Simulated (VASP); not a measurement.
# PtSe2 (Sudovikovite): formation energy of interstitial B, part 2 of 5

How easily does interstitial B form in PtSe2 (Sudovikovite)? The host is relaxed first, then a supercell is run with and without the defect. The start is a cell from a database of measured crystal structures.

VASP 6.6.1, plane waves and PAW; the level of theory is named at each step.

So far. Step 2 (The host at zero pressure): The run ended after 13 ionic steps, 0.025 eV below its first step, once forces and stress met EDIFFG = -0.02.

The database entry behind the starting cell has ideal inner coordinates that were not refined, so it need not match the best structure at ambient conditions.

## 3. The supercell without the defect

Level of this step: PBEsol; plane waves and PAW (Pt, Se) (VASP).

System of this step: PtSe2 (Sudovikovite). The structure is trigonal, space group P-3m1 (No. 164). The conventional cell has a = 3.755 Å, b = 3.755 Å, c = 4.865 Å, α = 90.00°, β = 90.00°, γ = 120.00°. Nearest to Pt lie 6 Se at 2.51 Å. Se has 3 Pt at 2.51 Å nearest. Farther neighbours and most contacts between anions are not listed.

The same cell, mesh and cutoff without the defect give the energy to subtract and, in a gapped host, the band edges to count from, so that most errors cancel.

File INCAR:

```
SYSTEM = PtSe2
PREC = Normal
ENCUT = 320
EDIFF = 1E-05
NELM = 120
ISMEAR = 1
SIGMA = 0.2
LREAL = Auto
ALGO = Fast
GGA = PS
NBANDS = 160
LASPH = .TRUE.
LORBIT = 11
LWAVE = .FALSE.
LCHARG = .FALSE.
KPAR = 4
```

File POSCAR:

```
PtSe2
1.0
   -5.6319574554      3.2516121530      4.8653305773
    5.6319574554     -3.2516121530      4.8653305773
    5.6319574554      9.7548364590    -14.5959917319
Pt Se
12 24
Direct
    0.0000000000      0.0000000000      0.0000000000
    0.5000000000      0.5000000000      0.0000000000
    0.5000000000      0.0000000000      0.1666666667
    0.0000000000      0.5000000000      0.1666666667
    0.0000000000      0.0000000000      0.3333333333
    0.5000000000      0.5000000000      0.3333333333
    0.5000000000      0.0000000000      0.5000000000
    0.0000000000      0.5000000000      0.5000000000
    0.0000000000      0.0000000000      0.6666666667
    0.5000000000      0.5000000000      0.6666666667
    0.5000000000      0.0000000000      0.8333333333
    0.0000000000      0.5000000000      0.8333333333
    0.5357608899      0.7024275566      0.1666666667
    0.0357608898      0.2024275566      0.1666666667
    0.0357608899      0.7024275566      0.3333333333
    0.5357608898      0.2024275566      0.3333333333
    0.5357608899      0.7024275566      0.5000000000
    0.0357608898      0.2024275565      0.5000000000
    0.0357608899      0.7024275566      0.6666666667
    0.5357608898      0.2024275566      0.6666666667
    0.5357608899      0.7024275566      0.8333333333
    0.0357608899      0.2024275566      0.8333333333
    0.0357608899      0.7024275566      0.0000000000
    0.5357608899      0.2024275566      0.0000000000
    0.4642391101      0.2975724434      0.1666666667
    0.9642391102      0.7975724434      0.1666666667
    0.9642391102      0.2975724435      0.3333333333
    0.4642391102      0.7975724434      0.3333333333
    0.4642391101      0.2975724434      0.5000000000
    0.9642391101      0.7975724434      0.5000000000
    0.9642391102      0.2975724435      0.6666666667
    0.4642391102      0.7975724434      0.6666666667
    0.4642391102      0.2975724435      0.8333333333
    0.9642391102      0.7975724435      0.8333333333
    0.9642391101      0.2975724434      0.0000000000
    0.4642391102      0.7975724435      0.0000000000
```

File KPOINTS:

```
Automatic mesh
0
Gamma
4 4 4
0 0 0
```

Potentials, in the order of the species: Pt and Se (PBE family, release 64).

Started as:

```bash
$ mpirun -np 4 vasp_std
```

The program printed:

```text
[banner, memory and clock lines left out]
running    4 mpi-ranks, on    1 nodes
 distrk:  each k-point on    1 cores,    4 groups
 distr:  one band on    1 cores,    1 groups

 POSCAR found type information on POSCAR PtSe
 POSCAR found :  2 types and      36 ions
 [... a notice as in an earlier step ...]

 LDA part: xc-table for (Slater+PW92), standard interpolation
 POSCAR, INCAR and KPOINTS ok, starting setup
 FFT: planning ... GRIDC
 FFT: planning ... GRID_SOFT
 FFT: planning ... GRID
 WAVECAR not read
 entering main loop
       N       E                     dE             d eps       ncg     rms          rms(c)
DAV:   1     0.119658027173E+04    0.11966E+04   -0.90375E+04  7688   0.100E+03
DAV:   2    -0.104371641281E+03   -0.13010E+04   -0.12480E+04  9080   0.230E+02
DAV:   3    -0.198292395439E+03   -0.93921E+02   -0.90440E+02  8672   0.593E+01
DAV:   4    -0.200673360377E+03   -0.23810E+01   -0.23604E+01  8712   0.969E+00
DAV:   5    -0.200756234637E+03   -0.82874E-01   -0.82810E-01  9176   0.151E+00    0.441E+01
RMM:   6    -0.193509194084E+03    0.72470E+01   -0.57426E+01  7681   0.153E+01    0.259E+01
RMM:   7    -0.191221264924E+03    0.22879E+01   -0.81050E+00  7716   0.650E+00    0.120E+01
RMM:   8    -0.190870863701E+03    0.35040E+00   -0.74198E-01  8022   0.199E+00    0.194E+00
RMM:   9    -0.190846392010E+03    0.24472E-01   -0.27766E-01  8374   0.100E+00    0.531E-01
RMM:  10    -0.190849024937E+03   -0.26329E-02   -0.44912E-02  8343   0.470E-01    0.285E-01
RMM:  11    -0.190849939430E+03   -0.91449E-03   -0.20931E-02  8575   0.234E-01    0.168E-01
RMM:  12    -0.190849756857E+03    0.18257E-03   -0.38424E-03  8431   0.119E-01    0.634E-02
RMM:  13    -0.190849867734E+03   -0.11088E-03   -0.12834E-03  9369   0.453E-02    0.231E-02
RMM:  14    -0.190849871146E+03   -0.34126E-05   -0.12627E-04  8091   0.235E-02    0.141E-02
RMM:  15    -0.190849871891E+03   -0.74438E-06   -0.45156E-05  6507   0.115E-02
   1 F= -.19084987E+03 E0= -.19084852E+03  d E =-.406887E-02
```

Run time: 4.3 min. Hardware: 4 MPI ranks of Intel Xeon Platinum 8488C (Sapphire Rapids), shared host; peak memory 3.5 GiB; 17 min of CPU time.

Parts of OUTCAR (step 3):

```text
  LATTYP: Found a face centered orthorhombic cell.
 ALAT       =     9.7306611546
 B/A-ratio  =     1.3366459283
 C/A-ratio  =     2.3151386595

 Subroutine GETGRP returns: Found  4 space group operations
 (whereof  4 operations were pure point group operations)

The static configuration has the point symmetry C_2h.

 Found     24 irreducible k-points:

   k-points           NKPTS =     24   k-points in BZ     NKDIM =     24   number of bands    NBANDS=    160

   dimension x,y,z NGX =    36 NGY =   36 NGZ =   84
   dimension x,y,z NGXF=    72 NGYF=   72 NGZF=  168

   ENCUT  =  320.0 eV  23.52 Ry    4.85 a.u.  11.85 11.85 26.89*2*pi/ulx,y,z

   NELECT =     264.0000    total number of electrons

 E-fermi :   6.5898

 k-point     1 :       0.0000    0.0000    0.0000
  band No.  band energies     occupation
    ...
    131       6.2384      2.03227
    132       6.5613      1.23905
    133       6.5613      1.23905
    134       6.5622      1.23113
    135       6.5622      1.23113
    136       6.7148      0.13842
    137       6.7148      0.13842
    138       6.7148      0.13839
    139       6.7148      0.13839
    140       7.1239     -0.00105
    ...

 k-point     2 :       0.2500    0.0000    0.0000
  band No.  band energies     occupation
    ...
    130       5.9386      2.00004
    131       6.5278      1.49829
    132       6.5895      1.00252
    133       6.5901      0.99800
    134       6.5987      0.92478
    135       6.7468      0.02777
    136       6.7478      0.02509
    137       6.7898     -0.05020
    138       6.9058     -0.04801
    139       7.1431     -0.00065
    ...

  Total        0.1098217      0.1122396     -1.4591438      0.0020940      0.0203506     -0.0352469
  in kB        0.2468529      0.2522878     -3.2798065      0.0047068      0.0457433     -0.0792265
  external PRESSURE =      -0.9268886 kB  Pullay stress =       0.0000000 kB

  energy-cutoff  :      320.00
  volume of cell :      712.79
      direct lattice vectors                 reciprocal lattice vectors
    -5.631957455  3.251612153  4.865330577     0.000000000  0.153769877  0.102767940
     5.631957455 -3.251612153  4.865330577     0.133168620  0.076884938  0.102767940
     5.631957455  9.754836459-14.595991732     0.044389540  0.076884938  0.000000000

 POSITION                                       TOTAL-FORCE (eV/Angst)
 -----------------------------------------------------------------------------------
      0.00000      0.00000      0.00000        -0.000000      0.000000     -0.000000
      0.00000      0.00000      4.86533        -0.000000      0.000000     -0.000000
     -1.87732      3.25161     -0.00000        -0.000000      0.000000     -0.000000
      3.75464      0.00000     -0.00000        -0.000000      0.000000     -0.000000
      1.87732      3.25161     -4.86533        -0.000000      0.000000     -0.000000
      1.87732      3.25161      0.00000        -0.000000      0.000000     -0.000000
      0.00000      6.50322     -4.86533        -0.000000      0.000000     -0.000000
      5.63196      3.25161     -4.86533        -0.000000      0.000000     -0.000000
      3.75464      6.50322     -9.73066        -0.000000      0.000000     -0.000000
      3.75464      6.50322     -4.86533        -0.000000      0.000000     -0.000000
      1.87732      9.75484     -9.73066        -0.000000      0.000000     -0.000000
      7.50928      6.50322     -9.73066        -0.000000      0.000000     -0.000000
      1.87732      1.08387      3.59153         0.008869     -0.005120      0.025904
      1.87732      1.08387     -1.27380         0.008869     -0.005120      0.025904
      5.63196      1.08387     -1.27380         0.008869     -0.005120      0.025904
      0.00000      4.33548     -1.27380         0.008869     -0.005120      0.025904
      3.75464      4.33548     -1.27380         0.008869     -0.005120      0.025904
      3.75464      4.33548     -6.13913         0.008869     -0.005120      0.025904
      7.50928      4.33548     -6.13913         0.008869     -0.005120      0.025904
      1.87732      7.58710     -6.13913         0.008869     -0.005120      0.025904
      5.63196      7.58710     -6.13913         0.008869     -0.005120      0.025904
      5.63196      7.58710    -11.00446         0.008869     -0.005120      0.025904
      3.75464     -2.16774      3.59153         0.008869     -0.005120      0.025904
     -1.87732      1.08387      3.59153         0.008869     -0.005120      0.025904
      0.00000      2.16774      1.27380        -0.008869      0.005120     -0.025904
     -0.00000      2.16774      6.13913        -0.008869      0.005120     -0.025904
     -1.87732      5.41935      1.27380        -0.008869      0.005120     -0.025904
      3.75464      2.16774      1.27380        -0.008869      0.005120     -0.025904
      1.87732      5.41935     -3.59153        -0.008869      0.005120     -0.025904
      1.87732      5.41935      1.27380        -0.008869      0.005120     -0.025904
      0.00000      8.67097     -3.59153        -0.008869      0.005120     -0.025904
      5.63196      5.41935     -3.59153        -0.008869      0.005120     -0.025904
      3.75464      8.67097     -8.45686        -0.008869      0.005120     -0.025904
      3.75464      8.67097     -3.59153        -0.008869      0.005120     -0.025904
     -3.75464      2.16774      6.13913        -0.008869      0.005120     -0.025904
      1.87732     -1.08387      6.13913        -0.008869      0.005120     -0.025904
 -----------------------------------------------------------------------------------
    total drift:                               -0.000000      0.000000     -0.000001

  FREE ENERGIE OF THE ION-ELECTRON SYSTEM (eV)
  ---------------------------------------------------
  free  energy   TOTEN  =      -190.8498718908 eV

  energy  without entropy=     -190.8458030160  energy(sigma->0) =     -190.84851560

 total charge
# of ion       s       p       d       tot
------------------------------------------
    1        0.676   0.689   8.030   9.395
    2        0.676   0.689   8.030   9.395
    3        0.676   0.689   8.030   9.395
    4        0.676   0.689   8.030   9.395
    5        0.676   0.689   8.030   9.395
    6        0.676   0.689   8.030   9.395
    7        0.676   0.689   8.030   9.395
    8        0.676   0.689   8.030   9.395
    9        0.676   0.689   8.030   9.395
   10        0.676   0.689   8.030   9.395
   11        0.676   0.689   8.030   9.395
   12        0.676   0.689   8.030   9.395
   13        1.488   2.207   0.072   3.768
   14        1.488   2.207   0.072   3.768
   15        1.488   2.207   0.072   3.768
   16        1.488   2.207   0.072   3.768
   17        1.488   2.207   0.072   3.768
   18        1.488   2.207   0.072   3.768
   19        1.488   2.207   0.072   3.768
   20        1.488   2.207   0.072   3.768
   21        1.488   2.207   0.072   3.768
   22        1.488   2.207   0.072   3.768
   23        1.488   2.207   0.072   3.768
   24        1.488   2.207   0.072   3.768
   25        1.488   2.207   0.072   3.768
   26        1.488   2.207   0.072   3.768
   27        1.488   2.207   0.072   3.768
   28        1.488   2.207   0.072   3.768
   29        1.488   2.207   0.072   3.768
   30        1.488   2.207   0.072   3.768
   31        1.488   2.207   0.072   3.768
   32        1.488   2.207   0.072   3.768
   33        1.488   2.207   0.072   3.768
   34        1.488   2.207   0.072   3.768
   35        1.488   2.207   0.072   3.768
   36        1.488   2.207   0.072   3.768
--------------------------------------------------
tot         43.831  61.247  98.081 203.159

[... 7 further parts left out ...]
```

This step gave:

* electronic cycles: 15
* electrons: 264
* free energy (TOTEN): -190.8499 eV
* energy at zero smearing: -190.8485 eV
* Fermi energy: 6.590 eV

The host is treated as a metal, as its relaxation found a gap under 0.3 eV or none, and only the neutral defect is run.

[end of part 2 of 5]

[Lines on the potential files, build, host, timing and source positions are cut from VASP's logs without a mark.]

[Logs are printed without paths, hosts, clocks, repeated set-up lines and the standing remarks that a program may print on its own settings, such as how far it seeks lower states.]

[Hosts, paths, dates, database ids (printed as entryN), source tags and the programs' standing remarks are cut or masked in the printed files.]

[In band tables of VASP the shares of atoms and orbitals are scaled to a sum of 1 inside the atoms' spheres.]

[Runs that stopped without an error message from VASP are left out.]
